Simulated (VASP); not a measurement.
# HfB (Fm-3m) in VASP: further runs

One crystal, HfB, is run at these levels: PBE; tasks: single point.

Program: VASP 6.6.1. These are calculated values, not measurements. Logs are shortened: lines on timing, memory, paths and dates and some standing lists are left out, and cuts for length are marked.

## (1) Starting point

It takes space group Fm-3m (No. 225, cubic). Conventional cell: a = 4.620 Å, b = 4.620 Å, c = 4.620 Å, α = 90.00°, β = 90.00°, γ = 90.00°. Hf (site symmetry m-3m) is surrounded by 6 B at 2.31 Å. B (site symmetry m-3m) is surrounded by 6 Hf at 2.31 Å.

## (2) Single point, PBE

INCAR

```
PREC     = Accurate       # precision mode
ENCUT    = 520            # plane-wave cutoff, eV
EDIFF    = 1E-7           # SCF threshold, eV
ISMEAR   = 0              # smearing method
SIGMA    = 0.1            # smearing width, eV
LREAL    = F              # projectors in reciprocal space
LASPH    = T              # aspherical terms in the spheres
NELM     = 100            # most SCF steps
ALGO     = Fast           # electronic algorithm
ISIF     = 2              # what is computed and relaxed
LWAVE    = F              # write WAVECAR
LCHARG   = F              # write CHGCAR
GGA      = PE             # functional
NBANDS   = 14             # bands
```

KPOINTS

```
Automatic mesh
0
Gamma
  6 6 6
```

POSCAR

```
HfB
1.0
    0.0000000000      2.3100000000      2.3100000000
    2.3100000000      0.0000000000      2.3100000000
    2.3100000000      2.3100000000      0.0000000000
Hf B
1 1
Direct
    0.5000000000      0.5000000000      0.5000000000
    0.0000000000      0.0000000000      0.0000000000
```

Potentials or basis: VASP PAW PBE potentials, release 64 (Hf_pv, B).

Started as:

```console
$ cat potpaw_PBE.64/Hf_pv/POTCAR potpaw_PBE.64/B/POTCAR > POTCAR
$ mpirun -np 1 vasp_std > vasp.out
```

OUTCAR:

```text
PREC = Accurate
   ENCUT = 520
   EDIFF = 1E-7
   ISMEAR = 0
   LREAL = F
   LASPH = T
   NELM = 100
   ISIF = 2
   GGA = PE

 ion  position               nearest neighbor table
   1  0.500  0.500  0.500-   2 2.31   2 2.31   2 2.31   2 2.31   2 2.31   2 2.31
   2  0.000  0.000  0.000-   1 2.31   1 2.31   1 2.31   1 2.31   1 2.31   1 2.31

  LATTYP: Found a face centered cubic cell.
 ALAT       =     4.6200000000

  Lattice vectors:

 A1 = (   0.0000000000,   2.3100000000,   2.3100000000)
 A2 = (   2.3100000000,   0.0000000000,   2.3100000000)
 A3 = (   2.3100000000,   2.3100000000,   0.0000000000)

Analysis of symmetry for initial positions (statically):
=====================================================================
 Subroutine PRICEL returns:
 Original cell was already a primitive cell.

 Routine SETGRP: Setting up the symmetry group for a
 face centered cubic supercell.

 Subroutine GETGRP returns: Found 48 space group operations
 (whereof 48 operations were pure point group operations)
 out of a pool of 48 trial point group operations.

The static configuration has the point symmetry O_h .

Analysis of symmetry for dynamics (positions and initial velocities):
=====================================================================
 Subroutine PRICEL returns:
 Original cell was already a primitive cell.

 Routine SETGRP: Setting up the symmetry group for a
 face centered cubic supercell.

 Subroutine GETGRP returns: Found 48 space group operations
 (whereof 48 operations were pure point group operations)
 out of a pool of 48 trial point group operations.

The dynamic configuration has the point symmetry O_h .

 Subroutine INISYM returns: Found 48 space group operations
 (whereof 48 operations are pure point group operations),
 and found     1 'primitive' translations

----------------------------------------------------------------------------------------

                                     Primitive cell

  volume of cell :      24.6528

  direct lattice vectors                    reciprocal lattice vectors
     0.000000000  2.310000000  2.310000000    -0.216450216  0.216450216  0.216450216
     2.310000000  0.000000000  2.310000000     0.216450216 -0.216450216  0.216450216
     2.310000000  2.310000000  0.000000000     0.216450216  0.216450216 -0.216450216

  length of vectors
     3.266833329  3.266833329  3.266833329     0.374902772  0.374902772  0.374902772

  position of ions in fractional coordinates (direct lattice)
     0.500000000  0.500000000  0.500000000
     0.000000000  0.000000000  0.000000000

  ion indices of the primitive-cell ions
   primitive index   ion index
                 1           1
                 2           2

----------------------------------------------------------------------------------------

 KPOINTS: Automatic mesh

Automatic generation of k-mesh.
 Grid dimensions read from file:
 generate k-points for:    6    6    6

 Generating k-lattice:

  Cartesian coordinates                     Fractional coordinates (reciprocal lattice)
    -0.036075036  0.036075036  0.036075036     0.166666667  0.000000000  0.000000000
     0.036075036 -0.036075036  0.036075036     0.000000000  0.166666667  0.000000000
     0.036075036  0.036075036 -0.036075036     0.000000000  0.000000000  0.166666667

  Length of vectors
     0.062483795  0.062483795  0.062483795

  Shift w.r.t. Gamma in fractional coordinates (k-lattice)
     0.000000000  0.000000000  0.000000000

 Subroutine IBZKPT returns following result:
 ===========================================

 Found     16 irreducible k-points:

 Following reciprocal coordinates:
            Coordinates               Weight
  0.000000  0.000000  0.000000      1.000000
  0.166667  0.000000  0.000000      8.000000
  0.333333  0.000000  0.000000      8.000000
  0.500000  0.000000  0.000000      4.000000
  0.166667  0.166667  0.000000      6.000000
  0.333333  0.166667  0.000000     24.000000
[... 8 lines left out ...]
 -0.333333  0.333333  0.166667     24.000000
 -0.333333  0.500000  0.166667     12.000000
   k-points           NKPTS =     16   k-points in BZ     NKDIM =     16   number of bands    NBANDS=     14
   number of dos      NEDOS =    301   number of ions     NIONS =      2
   total plane-waves  NPLWV =  13824
   dimension x,y,z NGX =    24 NGY =   24 NGZ =   24
   dimension x,y,z NGXF=    48 NGYF=   48 NGZF=   48
   ions per type =               1   1
   NGX,Y,Z   is equivalent  to a cutoff of  12.21, 12.21, 12.21 a.u.
   NGXF,Y,Z  is equivalent  to a cutoff of  24.43, 24.43, 24.43 a.u.
 SYSTEM =  unknown system
   PREC   = accura    normal or accurate (medium, high low for compatibility)
   ISTART =      0    job   : 0-new  1-cont  2-samecut
   ICHARG =      2    charge: 1-file 2-atom 10-const
   ISPIN  =      1    spin polarized calculation?
   LNONCOLLINEAR =      F non collinear calculations
   LSORBIT =      F    spin-orbit coupling
   LASPH  =      T    aspherical Exc in radial PAW
   ENCUT  =  520.0 eV  38.22 Ry    6.18 a.u.   6.07  6.07  6.07*2*pi/ulx,y,z
   NELM   =    100;   NELMIN=  2; NELMDL= -5     # of ELM steps
   EDIFF  = 0.1E-06   stopping-criterion for ELM
   LREAL  =      F    real-space projection
   EDIFFG = 0.1E-05   stopping-criterion for IOM
   NSW    =      0    number of steps for IOM
   IBRION =     -1    ionic relax: 0-MD 1-quasi-New 2-CG
   NFREE  =      0    steps in history (QN), initial steepest desc. (CG)
   ISIF   =      2    stress and relaxation
   ISYM   =      2    0-nonsym 1-usesym 2-fastsym
   POTIM  = 0.5000    time-step for ionic-motion
   TEBEG  =    0.0;   TEEND  =   0.0 temperature during run
   PSTRESS=    0.0 pullay stress
   NELECT =      13.0000    total number of electrons
   NUPDOWN=      -1.0000    fix difference up-down
   EMIN   =  10.00;   EMAX   =-10.00  energy-range for DOS
   EFERMI =   0.00;   METHOD = LEGACY
   ISMEAR =     0;   SIGMA  =   0.10  broadening in eV -4-tet -1-fermi 0-gaus
   EFERMI_NEDOS =   21; number of points for ismear=-14 and -15
   IALGO  =     68    algorithm
   IMIX   =      4    mixing-type and parameters
     AMIX     =   0.40;   BMIX     =  1.00
     AMIX_MAG =   1.60;   BMIX_MAG =  1.00
  volume/ion in A,a.u.               =      12.33        83.18
  Fermi-wavevector in a.u.,A,eV,Ry     =   1.322617  2.499383 23.800871  1.749315
  Thomas-Fermi vector in A             =   2.452285
   LORBIT       =      0    0 simple, 1 ext, 2 COOP (PROOUT), +10 PAW based schemes
   GGA     = PE    functional components
   LHFCALC =     F    Hartree Fock is set to
   AEXX    =    0.0000 exact exchange contribution
   IVDW    =     0    specifies the selected vdW correction
   LEPSILON=     F    determine dielectric tensor
   LRPA    =     F    only Hartree local field effects (RPA)
 non-spin polarized calculation
 RMM-DIIS sequential band-by-band and
 Gauss-broadening in eV      SIGMA  =   0.10
  energy-cutoff  :      520.00
  volume of cell :       24.65
 maximum number of plane-waves:       680
   NGX = 13   NGY = 13   NGZ = 13

 number of electron      13.0000002 magnetization

 Free energy of the ion-electron system (eV)
  ---------------------------------------------------
  ext. energy  EPLUGINS =         0.00000000
  ---------------------------------------------------
  free energy    TOTEN  =       -17.17367486 eV

  energy without entropy =      -17.16486311  energy(sigma->0) =      -17.16926899

 E-fermi :   4.9121     XC(G=0): -12.3041

 val. band max:        4.8955109026   @ k =   0.5000   0.3333   0.1667
 cond. band min:       5.4074522103   @ k =   0.1667   0.0000   0.0000
 fundamental gap:      0.5119413077
 Fermi energy:         4.9120827492

 k-point     1 :       0.0000    0.0000    0.0000
  band No.  band energies     occupation
      1     -23.1768      2.00000
      2     -23.1768      2.00000
      3     -23.1768      2.00000
      4      -4.4480      2.00000
      5       7.3260      0.00000
      6       7.3260      0.00000
      7       7.3260      0.00000
      8       9.0821      0.00000
      9       9.0821      0.00000
     10       9.0821      0.00000
     11       9.3507      0.00000
     12       9.3507      0.00000
     13      16.8036      0.00000
     14      18.1370      0.00000

 k-point     2 :       0.1667    0.0000    0.0000
  band No.  band energies     occupation
      1     -23.3695      2.00000
      2     -23.1964      2.00000
      3     -23.1964      2.00000
      4      -3.6715      2.00000
      5       5.4075      0.00000
      6       6.0885      0.00000
      7       6.0885      0.00000
      8       8.3562      0.00000
      9       8.3562      0.00000
     10       9.8869      0.00000
     11      12.9034      0.00000
     12      12.9034      0.00000
     13      18.6277      0.00000
     14      18.8931      0.00000

 k-point     3 :       0.3333    0.0000    0.0000
  band No.  band energies     occupation
      1     -23.7342      2.00000
      2     -23.2353      2.00000
      3     -23.2353      2.00000
      4      -1.7535      2.00000
      5       2.9211      2.00000
      6       4.3536      2.00000
      7       4.3536      2.00000
      8      10.1937      0.00000
      9      10.1937      0.00000
     10      10.8407      0.00000
     11      16.9657      0.00000
     12      16.9657      0.00000
     13      17.0058      0.00000
     14      21.9687      0.00000
[... 188 lines left out ...]
 k-point    15 :      -0.3333    0.3333    0.1667
  band No.  band energies     occupation
      1     -23.7373      2.00000
      2     -23.5479      2.00000
      3     -23.3661      2.00000
      4      -0.2157      2.00000
      5       2.1833      2.00000
      6       3.8892      2.00000
      7       4.5523      2.00000
      8      10.2560      0.00000
      9      10.6265      0.00000
     10      12.7785      0.00000
     11      15.1832      0.00000
     12      16.6984      0.00000
     13      19.0987      0.00000
     14      21.8592      0.00000

 k-point    16 :      -0.3333    0.5000    0.1667
  band No.  band energies     occupation
      1     -23.7427      2.00000
      2     -23.5399      2.00000
      3     -23.4403      2.00000
      4      -0.8822      2.00000
      5       3.8032      2.00000
      6       3.9604      2.00000
      7       4.6054      1.99999
      8       9.1472      0.00000
      9      12.0195      0.00000
     10      12.9923      0.00000
     11      13.0506      0.00000
     12      15.9726      0.00000
     13      20.3626      0.00000
     14      20.8285      0.00000

------------------------ aborting loop because EDIFF is reached ----------------------------------------

  FORCE on cell =-STRESS in cart. coord.  units (eV):
  Direction    XX          YY          ZZ          XY          YZ          ZX
  --------------------------------------------------------------------------------------
  -------------------------------------------------------------------------------------
  Total        4.7274416      4.7274416      4.7274416      0.0000000      0.0000000      0.0000000
  in kB      307.2350923    307.2350923    307.2350923      0.0000000      0.0000000      0.0000000
  external PRESSURE =     307.2350923 kB  Pullay stress =       0.0000000 kB

 VOLUME and BASIS-vectors are now :
 -----------------------------------------------------------------------------
  energy-cutoff  :      520.00
  volume of cell :       24.65
      direct lattice vectors                 reciprocal lattice vectors
     0.000000000  2.310000000  2.310000000    -0.216450216  0.216450216  0.216450216
     2.310000000  0.000000000  2.310000000     0.216450216 -0.216450216  0.216450216
     2.310000000  2.310000000  0.000000000     0.216450216  0.216450216 -0.216450216

 POSITION                                       TOTAL-FORCE (eV/Angst)
 -----------------------------------------------------------------------------------
      2.31000      2.31000      2.31000         0.000000      0.000000      0.000000
      0.00000      0.00000      0.00000        -0.000000     -0.000000     -0.000000
 -----------------------------------------------------------------------------------
    total drift:                                0.000000     -0.000000      0.000000

  FREE ENERGIE OF THE ION-ELECTRON SYSTEM (eV)
  ---------------------------------------------------
  free  energy   TOTEN  =       -17.1736748636 eV

  energy  without entropy=      -17.1648631088  energy(sigma->0) =      -17.16926899
```

It took 4.3 s on 1 thread of Intel Xeon Platinum 8488C (Sapphire Rapids), shared host; peak memory 0.13 GiB.

Results:

```
Free energy            : -17.1737 eV
Pressure               : 30.7 GPa
Band gap on the k mesh : none (metal or under the smearing width)
```

Levels at points of the mesh, in eV from the Fermi level:
| k point | band 3 | band 4 | band 5 | band 6 | band 7 | band 8 | band 9 | band 10 | band 11 | band 12 |
| --- | --- | --- | --- | --- | --- | --- | --- | --- | --- | --- |
| (0.00, 0.00, 0.00) | -28.09 | -9.36 | 2.41 | 2.41 | 2.41 | 4.17 | 4.17 | 4.17 | 4.44 | 4.44 |
| (0.50, 0.00, 0.00) | -28.17 | -4.81 | -3.85 | -1.16 | -1.16 | 6.75 | 6.75 | 7.81 | 8.67 | 14.23 |
| (0.50, 0.50, 0.00) | -28.35 | -6.53 | -0.89 | -0.69 | 2.59 | 2.59 | 6.47 | 8.13 | 8.13 | 9.65 |

Caveat: the k mesh is coarse (spacing up to 0.39 Å⁻¹), so the values aren't converged; a pressure of tens of GPa on the cell as given is suspect, and the run, the potentials or the cell itself is likely at fault. Spin-orbit coupling is left out, which matters for the levels of Hf.

## (3) Single point, PBE

INCAR

```
  ALGO = Fast
  EDIFF = 1E-6
  ENCUT = 520
  GGA = PE
  ISIF = 2
  ISMEAR = -1
  LASPH = T
  LCHARG = F
  LREAL = F
  LWAVE = F
  NBANDS = 14
  NELM = 100
  PREC = Accurate
  SIGMA = 0.1
```

KPOINTS

```
k-points
0
Gamma
  6 6 6
```

POSCAR is that of step 2.

Potentials or basis: VASP PAW PBE potentials, release 64 (Hf_pv, B).

Started as:

```console
$ cat potpaw_PBE.64/Hf_pv/POTCAR potpaw_PBE.64/B/POTCAR > POTCAR
$ mpirun -np 1 vasp_std > vasp.out
```

Wall time 4 s (1 thread of Intel Xeon Platinum 8488C (Sapphire Rapids), shared host); peak memory 0.13 GiB.

The run converged. Its results:

* Free energy: -17.1905 eV
* Pressure: 30.9 GPa
* Band gap on the k mesh: none (metal or under the smearing width)

Levels at points of the mesh, in eV from the Fermi level:
| k point | band 5 | band 6 | band 7 | band 8 | band 9 | band 10 |
| --- | --- | --- | --- | --- | --- | --- |
| (0.00, 0.00, 0.00) | 2.33 | 2.33 | 2.33 | 4.09 | 4.09 | 4.09 |
| (0.50, 0.00, 0.00) | -3.93 | -1.24 | -1.24 | 6.67 | 6.67 | 7.72 |
| (0.50, 0.50, 0.00) | -0.98 | -0.78 | 2.50 | 2.50 | 6.38 | 8.04 |

Caveat: the k mesh is coarse (spacing up to 0.39 Å⁻¹), so the values aren't converged; a pressure of tens of GPa on the cell as given is suspect, and the run, the potentials or the cell itself is likely at fault. The run has no spin-orbit coupling, so splittings on Hf are missing.
